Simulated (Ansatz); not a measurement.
Runs of Ansatz 0.2.0 on I. It takes space group Cmce (No. 64, orthorhombic). Conventional cell: a = 7.270 Å, b = 4.790 Å, c = 9.793 Å, α = 90.00°, β = 90.00°, γ = 90.00°. I (site symmetry m) is surrounded by 1 I at 2.68 Å. 

```csv
task,potentials or basis,cell,cutoff (eV),points for each segment of the path,gap on the mesh (eV),pressure (GPa),relaxed volume (Å³/atom)
relaxation of cell and atoms,Ansatz NC,relaxed,952,-,1.02,0.0,50.17
relaxation of cell and atoms,JTH PAW,relaxed,480,-,1.00,0.0,51.01
band structure,Ansatz PAW,as given,420,14,(a),1.8,-
relaxation of cell and atoms,Ansatz PAW earlier set,relaxed,520,-,1.04,0.0,50.67
relaxation of cell and atoms,Ansatz PAW earlier set,relaxed,620,-,1.04,0.0,(b)
relaxation of cell and atoms,Ansatz PAW,relaxed,420,-,1.04,0.0,51.01
relaxation of cell and atoms,SPMS NC,relaxed,381,-,1.00,0.0,51.66
relaxation of cell and atoms,PseudoDojo standard (PBE files),relaxed,952,-,1.02,0.0,50.07
```

Alike in all rows: level PBE; no spin polarisation; k mesh 7 × 7 × 3; smearing fermi-dirac 0.05 eV.

**Question.** Fill in the values left out.

**Answer.** (a) 1.33; (b) 51.39.

Caveats: spin-orbit coupling is left out, which moves the levels of the heavy elements; the volume moved by over 15 % at a fixed basis, so the end points are rough (some runs); odd divisions of the mesh miss points on the zone boundary, where band edges often lie, so the gap on the mesh can be too wide (some runs); the plane-wave basis is chosen anew once the cell has moved, so the energies of steps on either side of that aren't comparable (some runs).

A k mesh can miss the band edges, and the runs leave out spin-orbit coupling on I.

The runs don't all hold the same shells in valence.
